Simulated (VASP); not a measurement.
# LiH (Fm-3m) in VASP: notebook

Runs on LiH. Level: PBE. Tasks: single point.

Program: VASP 6.6.1. These are calculated values, not measurements. Logs are shortened: lines on timing, memory, paths and dates and some standing lists are left out, and cuts for length are marked.

**1. The structure**

Symmetry: Fm-3m, No. 225, cubic system. The conventional cell has a = 4.074 Å, b = 4.074 Å, c = 4.074 Å, α = 90.00°, β = 90.00°, γ = 90.00°. Around Li (site symmetry m-3m) lie 6 H at 2.04 Å. H (site symmetry m-3m) is surrounded by 6 Li at 2.04 Å.

**2. Single point, PBE**

INCAR reads:

```
PREC = Accurate ; ENCUT = 450
EDIFF = 1E-6 ; ISMEAR = 0
SIGMA = 0.02 ; LREAL = False
LASPH = True ; NELM = 100
ALGO = Fast ; ISIF = 2
LWAVE = False ; LCHARG = True
GGA = PE ; LELF = True
LVHAR = True
```

KPOINTS reads:

```
regular mesh
0
Gamma
  6 6 6
```

POSCAR reads:

```
LiH
1.0
    0.0000000000      2.0367500000      2.0367500000
    2.0367500000      0.0000000000      2.0367500000
    2.0367500000      2.0367500000      0.0000000000
Li H
1 1
Direct
    0.0000000000      0.0000000000      0.0000000000
    0.5000000000      0.5000000000      0.5000000000
```

Potentials or basis: VASP PAW PBE potentials, release 64 (Li_GW, H_GW).

Launch:

```bash
$ cat potpaw_PBE.64/Li_GW/POTCAR potpaw_PBE.64/H_GW/POTCAR > POTCAR
$ mpirun -np 1 vasp_std > vasp.out
```

OUTCAR:

```text
PREC = Accurate
   ENCUT = 450
   EDIFF = 1E-6
   ISMEAR = 0
   LREAL = False
   LASPH = True
   NELM = 100
   ISIF = 2
   GGA = PE

 ion  position               nearest neighbor table
   1  0.000  0.000  0.000-   2 2.04   2 2.04   2 2.04   2 2.04   2 2.04   2 2.04
   2  0.500  0.500  0.500-   1 2.04   1 2.04   1 2.04   1 2.04   1 2.04   1 2.04

  LATTYP: Found a face centered cubic cell.
 ALAT       =     4.0735000000

  Lattice vectors:

 A1 = (   0.0000000000,   2.0367500000,   2.0367500000)
 A2 = (   2.0367500000,   0.0000000000,   2.0367500000)
 A3 = (   2.0367500000,   2.0367500000,   0.0000000000)

Analysis of symmetry for initial positions (statically):
=====================================================================
 Subroutine PRICEL returns:
 Original cell was already a primitive cell.

 Routine SETGRP: Setting up the symmetry group for a
 face centered cubic supercell.

 Subroutine GETGRP returns: Found 48 space group operations
 (whereof 48 operations were pure point group operations)
 out of a pool of 48 trial point group operations.

The static configuration has the point symmetry O_h .

Analysis of symmetry for dynamics (positions and initial velocities):
=====================================================================
 Subroutine PRICEL returns:
 Original cell was already a primitive cell.

 Routine SETGRP: Setting up the symmetry group for a
 face centered cubic supercell.

 Subroutine GETGRP returns: Found 48 space group operations
 (whereof 48 operations were pure point group operations)
 out of a pool of 48 trial point group operations.

The dynamic configuration has the point symmetry O_h .

 Subroutine INISYM returns: Found 48 space group operations
 (whereof 48 operations are pure point group operations),
 and found     1 'primitive' translations

----------------------------------------------------------------------------------------

                                     Primitive cell

  volume of cell :      16.8983

  direct lattice vectors                    reciprocal lattice vectors
     0.000000000  2.036750000  2.036750000    -0.245489137  0.245489137  0.245489137
     2.036750000  0.000000000  2.036750000     0.245489137 -0.245489137  0.245489137
     2.036750000  2.036750000  0.000000000     0.245489137  0.245489137 -0.245489137

  length of vectors
     2.880399473  2.880399473  2.880399473     0.425199658  0.425199658  0.425199658

  position of ions in fractional coordinates (direct lattice)
     0.000000000  0.000000000  0.000000000
     0.500000000  0.500000000  0.500000000

  ion indices of the primitive-cell ions
   primitive index   ion index
                 1           1
                 2           2

----------------------------------------------------------------------------------------

 KPOINTS: regular mesh

Automatic generation of k-mesh.
 Grid dimensions read from file:
 generate k-points for:    6    6    6

 Generating k-lattice:

  Cartesian coordinates                     Fractional coordinates (reciprocal lattice)
    -0.040914856  0.040914856  0.040914856     0.166666667  0.000000000  0.000000000
     0.040914856 -0.040914856  0.040914856     0.000000000  0.166666667  0.000000000
     0.040914856  0.040914856 -0.040914856     0.000000000  0.000000000  0.166666667

  Length of vectors
     0.070866610  0.070866610  0.070866610

  Shift w.r.t. Gamma in fractional coordinates (k-lattice)
     0.000000000  0.000000000  0.000000000

 Subroutine IBZKPT returns following result:
 ===========================================

 Found     16 irreducible k-points:

 Following reciprocal coordinates:
            Coordinates               Weight
  0.000000  0.000000  0.000000      1.000000
  0.166667  0.000000  0.000000      8.000000
  0.333333  0.000000  0.000000      8.000000
  0.500000  0.000000  0.000000      4.000000
  0.166667  0.166667  0.000000      6.000000
  0.333333  0.166667  0.000000     24.000000
[... 8 lines left out ...]
 -0.333333  0.333333  0.166667     24.000000
 -0.333333  0.500000  0.166667     12.000000
   k-points           NKPTS =     16   k-points in BZ     NKDIM =     16   number of bands    NBANDS=      5
   number of dos      NEDOS =    301   number of ions     NIONS =      2
   total plane-waves  NPLWV =   8000
   dimension x,y,z NGX =    20 NGY =   20 NGZ =   20
   dimension x,y,z NGXF=    40 NGYF=   40 NGZF=   40
   ions per type =               1   1
   NGX,Y,Z   is equivalent  to a cutoff of  11.54, 11.54, 11.54 a.u.
   NGXF,Y,Z  is equivalent  to a cutoff of  23.09, 23.09, 23.09 a.u.
 SYSTEM =  unknown system
   PREC   = accura    normal or accurate (medium, high low for compatibility)
   ISTART =      0    job   : 0-new  1-cont  2-samecut
   ICHARG =      2    charge: 1-file 2-atom 10-const
   ISPIN  =      1    spin polarized calculation?
   LNONCOLLINEAR =      F non collinear calculations
   LSORBIT =      F    spin-orbit coupling
   LASPH  =      T    aspherical Exc in radial PAW
   ENCUT  =  450.0 eV  33.07 Ry    5.75 a.u.   4.98  4.98  4.98*2*pi/ulx,y,z
   NELM   =    100;   NELMIN=  2; NELMDL= -5     # of ELM steps
   EDIFF  = 0.1E-05   stopping-criterion for ELM
   LREAL  =      F    real-space projection
   EDIFFG = 0.1E-04   stopping-criterion for IOM
   NSW    =      0    number of steps for IOM
   IBRION =     -1    ionic relax: 0-MD 1-quasi-New 2-CG
   NFREE  =      0    steps in history (QN), initial steepest desc. (CG)
   ISIF   =      2    stress and relaxation
   ISYM   =      2    0-nonsym 1-usesym 2-fastsym
   POTIM  = 0.5000    time-step for ionic-motion
   TEBEG  =    0.0;   TEEND  =   0.0 temperature during run
   PSTRESS=    0.0 pullay stress
   NELECT =       2.0000    total number of electrons
   NUPDOWN=      -1.0000    fix difference up-down
   EMIN   =  10.00;   EMAX   =-10.00  energy-range for DOS
   EFERMI =   0.00;   METHOD = LEGACY
   ISMEAR =     0;   SIGMA  =   0.02  broadening in eV -4-tet -1-fermi 0-gaus
   EFERMI_NEDOS =   21; number of points for ismear=-14 and -15
   IALGO  =     68    algorithm
   IMIX   =      4    mixing-type and parameters
     AMIX     =   0.40;   BMIX     =  1.00
     AMIX_MAG =   1.60;   BMIX_MAG =  1.00
  volume/ion in A,a.u.               =       8.45        57.02
  Fermi-wavevector in a.u.,A,eV,Ry     =   0.803780  1.518924  8.790207  0.646062
  Thomas-Fermi vector in A             =   1.911712
   LORBIT       =      0    0 simple, 1 ext, 2 COOP (PROOUT), +10 PAW based schemes
   GGA     = PE    functional components
   LHFCALC =     F    Hartree Fock is set to
   AEXX    =    0.0000 exact exchange contribution
   IVDW    =     0    specifies the selected vdW correction
   LEPSILON=     F    determine dielectric tensor
   LRPA    =     F    only Hartree local field effects (RPA)
 non-spin polarized calculation
 RMM-DIIS sequential band-by-band and
 Gauss-broadening in eV      SIGMA  =   0.02
  energy-cutoff  :      450.00
  volume of cell :       16.90
 maximum number of plane-waves:       375
   NGX =  9   NGY =  9   NGZ =  9

 number of electron       2.0000000 magnetization

 Free energy of the ion-electron system (eV)
  ---------------------------------------------------
  ext. energy  EPLUGINS =         0.00000000
  ---------------------------------------------------
  free energy    TOTEN  =        -6.10811486 eV

  energy without entropy =       -6.10811486  energy(sigma->0) =       -6.10811486

 E-fermi :  -2.6591     XC(G=0):  -8.0333

 val. band max:       -2.7443994072   @ k =   0.5000   0.5000   0.0000
 cond. band min:       0.2648596682   @ k =   0.5000   0.5000   0.0000
 fundamental gap:      3.0092590755
 Fermi energy:        -2.6591273420

 k-point     1 :       0.0000    0.0000    0.0000
  band No.  band energies     occupation
      1      -8.0222      2.00000
      2      12.7461      0.00000
      3      14.6625      0.00000
      4      14.6625      0.00000
      5      14.6625      0.00000

 k-point     2 :       0.1667    0.0000    0.0000
  band No.  band energies     occupation
      1      -7.5412      2.00000
      2       9.3840      0.00000
      3      12.7998      0.00000
      4      13.8747      0.00000
      5      13.8747      0.00000

 k-point     3 :       0.3333    0.0000    0.0000
  band No.  band energies     occupation
      1      -6.2448      2.00000
      2       4.3785      0.00000
      3      11.1577      0.00000
      4      13.2723      0.00000
      5      13.2723      0.00000

 k-point     4 :       0.5000    0.0000    0.0000
  band No.  band energies     occupation
      1      -5.2357      2.00000
      2       2.0354      0.00000
      3      10.5440      0.00000
      4      13.3241      0.00000
      5      13.3241      0.00000

 k-point     5 :       0.1667    0.1667    0.0000
  band No.  band energies     occupation
      1      -7.3605      2.00000
      2      10.0223      0.00000
      3      11.5923      0.00000
      4      11.5923      0.00000
      5      14.9705      0.00000

 k-point     6 :       0.3333    0.1667    0.0000
  band No.  band energies     occupation
      1      -6.2549      2.00000
      2       5.8862      0.00000
      3       9.1111      0.00000
      4      10.4605      0.00000
      5      13.9651      0.00000
[... 49 lines left out ...]
 k-point    13 :       0.5000    0.5000    0.0000
  band No.  band energies     occupation
      1      -2.7444      2.00000
      2       0.2649      0.00000
      3       7.8439      0.00000
      4       7.8439      0.00000
      5      10.9374      0.00000

 k-point    14 :       0.5000    0.3333    0.1667
  band No.  band energies     occupation
      1      -4.8951      2.00000
      2       4.2634      0.00000
      3       5.1546      0.00000
      4       9.7772      0.00000
      5      14.0074      0.00000

 k-point    15 :      -0.3333    0.3333    0.1667
  band No.  band energies     occupation
      1      -3.7699      2.00000
      2       2.3570      0.00000
      3       4.2127      0.00000
      4       9.3428      0.00000
      5      13.7151      0.00000

 k-point    16 :      -0.3333    0.5000    0.1667
  band No.  band energies     occupation
      1      -2.9003      2.00000
      2       1.2509      0.00000
      3       4.1730      0.00000
      4       8.4459      0.00000
      5      14.2018      0.00000

------------------------ aborting loop because EDIFF is reached ----------------------------------------

  FORCE on cell =-STRESS in cart. coord.  units (eV):
  Direction    XX          YY          ZZ          XY          YZ          ZX
  --------------------------------------------------------------------------------------
  -------------------------------------------------------------------------------------
  Total       -0.2393197     -0.2393197     -0.2393197      0.0000000     -0.0000000      0.0000000
  in kB      -22.6905973    -22.6905973    -22.6905973      0.0000000     -0.0000000      0.0000000
  external PRESSURE =     -22.6905973 kB  Pullay stress =       0.0000000 kB

 VOLUME and BASIS-vectors are now :
 -----------------------------------------------------------------------------
  energy-cutoff  :      450.00
  volume of cell :       16.90
      direct lattice vectors                 reciprocal lattice vectors
     0.000000000  2.036750000  2.036750000    -0.245489137  0.245489137  0.245489137
     2.036750000  0.000000000  2.036750000     0.245489137 -0.245489137  0.245489137
     2.036750000  2.036750000  0.000000000     0.245489137  0.245489137 -0.245489137

 POSITION                                       TOTAL-FORCE (eV/Angst)
 -----------------------------------------------------------------------------------
      0.00000      0.00000      0.00000        -0.000000      0.000000      0.000000
      2.03675      2.03675      2.03675         0.000000     -0.000000     -0.000000
 -----------------------------------------------------------------------------------
    total drift:                                0.000000      0.000000      0.000000

  FREE ENERGIE OF THE ION-ELECTRON SYSTEM (eV)
  ---------------------------------------------------
  free  energy   TOTEN  =        -6.1081148563 eV

  energy  without entropy=       -6.1081148563  energy(sigma->0) =       -6.10811486
```

Wall time 3.5 s (1 thread of AMD EPYC 9R45 (Zen 5), shared host); peak memory 0.09 GiB.

What came out:

```
Free energy            : -6.1081 eV
Pressure               : -2.3 GPa
Band gap on the k mesh : 3.01 eV, direct
```

Caveat: the k mesh is coarse (spacing up to 0.45 Å⁻¹), so the values aren't converged.

**3. Single point, PBE**

INCAR reads:

```
PREC = Accurate ; ENCUT = 450
EDIFF = 1E-6 ; ISMEAR = 0
SIGMA = 0.02 ; LREAL = F
LASPH = T ; NELM = 80
ALGO = Normal ; ISIF = 2
LWAVE = F ; LCHARG = F
GGA = PE ; NBANDS = 8
```

KPOINTS reads:

```
regular mesh
0
Gamma
  5 5 5
```

POSCAR is that of step 2.

Potentials or basis: VASP PAW PBE potentials, release 64 (Li_GW, H_GW).

Launch:

```bash
$ cat potpaw_PBE.64/Li_GW/POTCAR potpaw_PBE.64/H_GW/POTCAR > POTCAR
$ mpirun -np 1 vasp_std > vasp.out
```

Wall time 3.1 s (1 thread of AMD EPYC 9R14 (Zen 4), shared host); peak memory 0.09 GiB.

Results (log left out):

| Quantity | Value |
| --- | --- |
| Free energy | -6.1093 eV |
| Pressure | -2.3 GPa |
| Band gap on the k mesh | 3.98 eV, direct |

Levels at points of the mesh, in eV from the valence-band top:
| k point | band 1 | band 2 | band 3 | band 4 |
| --- | --- | --- | --- | --- |
| (0.00, 0.00, 0.00) | -5.02 | 15.75 | 17.67 | 17.67 |

Caveat: the k mesh is coarse (spacing up to 0.53 Å⁻¹), so the values aren't converged; an odd mesh through Γ misses points on the zone boundary, where band edges often lie.

**4. Single point, PBE**

INCAR reads:

```
SYSTEM = LiH
PREC = Accurate ; ENCUT = 350
EDIFF = 1E-7 ; ISMEAR = 0
SIGMA = 0.02 ; LREAL = .False.
LASPH = .True. ; NELM = 60
ALGO = Normal ; ISIF = 2
LWAVE = .False. ; LCHARG = .False.
GGA = PE
```

KPOINTS reads:

```
regular mesh
0
Gamma
  5 5 5
  0 0 0
```

POSCAR is that of step 3.

Launch:

```bash
$ cat potpaw_PBE.64/Li_GW/POTCAR potpaw_PBE.64/H_GW/POTCAR > POTCAR
$ mpirun -np 1 vasp_std > vasp.out
```

Run time: 2.9 s. Hardware: 1 thread of Intel Xeon Platinum 8259CL at 2.50GHz (Skylake/Cascade Lake), shared host; peak memory 0.11 GiB.

The run converged. Its results:

```yaml
Free_energy: -6.0972 eV
Pressure: -3.0 GPa
Band_gap_on_the_k_mesh: 3.97 eV, direct
```

Levels at points of the mesh, in eV from the valence-band top:
| k point | band 1 | band 2 | band 3 | band 4 |
| --- | --- | --- | --- | --- |
| (0.00, 0.00, 0.00) | -5.03 | 15.77 | 17.65 | 17.65 |

Caveat: the k mesh is coarse (spacing up to 0.53 Å⁻¹), so the values aren't converged; the cutoff is under 1.25 times the usual one of these potentials, so pressure, stress and relaxed cells hold a basis-set (Pulay) error; an odd mesh through Γ misses points on the zone boundary, where band edges often lie.

**5. Single point, PBE**

INCAR reads:

```
  PREC = Accurate
  ENCUT = 520
  EDIFF = 1E-6
  ISMEAR = 0
  SIGMA = 0.02
  LREAL = False
  LASPH = True
  NELM = 100
  ALGO = Normal
  ISIF = 2
  LWAVE = False
  LCHARG = False
  GGA = PE
```

KPOINTS reads:

```
regular mesh
0
Gamma
  11 11 11
```

POSCAR, as its differences from that of step 4:

```diff
@@ -7,4 +7,4 @@
 1 1
-Direct
+Cartesian
     0.0000000000      0.0000000000      0.0000000000
-    0.5000000000      0.5000000000      0.5000000000
+    2.0367500000      2.0367500000      2.0367500000
```

Potentials or basis: VASP PAW PBE potentials, release 54 (Li_sv, H).

Launch:

```bash
$ cat potpaw_PBE.54/Li_sv/POTCAR potpaw_PBE.54/H/POTCAR > POTCAR
$ mpirun -np 1 vasp_std > vasp.out
```

It took 3.2 s on 1 thread of Intel Xeon Platinum 8375C at 2.90GHz (Ice Lake), shared host; peak memory 0.13 GiB.

The run converged. Its results:

| Property | Result |
| --- | --- |
| Free energy | -6.1228 eV |
| Band gap on the k mesh | 3.20 eV, direct |

Levels at points of the mesh, in eV from the valence-band top:
| k point | band 1 | band 2 | band 3 | band 4 | band 5 | band 6 |
| --- | --- | --- | --- | --- | --- | --- |
| (0.00, 0.00, 0.00) | -44.30 | -5.21 | 15.51 | 17.44 | 17.44 | 17.44 |

Caveat: the cutoff is under 1.25 times the usual one of these potentials, so pressure, stress and relaxed cells hold a basis-set (Pulay) error; an odd mesh through Γ misses points on the zone boundary, where band edges often lie.

**6. For comparison**

An earlier run on the cell as given: functional PBE; potentials or basis VASP PAW PBE potentials, release 64 (Li_sv, H); cutoff 520 eV; k mesh 11 × 11 × 11; occupations fermi-dirac, width 0.05 eV; no spin polarisation.

- Band gap on the k mesh: 3.20 eV, direct

**7. Overview**

```tsv
potentials or basis	k mesh	cutoff (eV)	smearing	mesh quality	gap on the mesh (eV)	pressure (GPa)
VASP PAW PBE potentials, release 64 (Li_GW, H_GW)	6 × 6 × 6	450	gaussian 0.02 eV	coarse	3.01	-2.3
VASP PAW PBE potentials, release 64 (Li_GW, H_GW)	5 × 5 × 5	450	gaussian 0.02 eV	coarse	3.98	-2.3
VASP PAW PBE potentials, release 64 (Li_GW, H_GW)	5 × 5 × 5	350	gaussian 0.02 eV	coarse	3.97	-3.0
VASP PAW PBE potentials, release 54 (Li_sv, H)	11 × 11 × 11	520	gaussian 0.02 eV	not flagged	3.20	-
VASP PAW PBE potentials, release 64 (Li_sv, H)	11 × 11 × 11	520	fermi-dirac 0.05 eV	not flagged	3.20	-
```

Alike in all rows: task single point; level PBE; no spin polarisation; cell as given.

Caveats: some runs use coarse meshes; an odd mesh through Γ misses points on the zone boundary, where band edges often lie (some runs); the cutoff is under 1.25 times the usual one of these potentials, so pressure, stress and relaxed cells hold a basis-set (Pulay) error (some runs).

Total energies depend on the potentials used, so only differences within one code and one set of settings carry meaning.
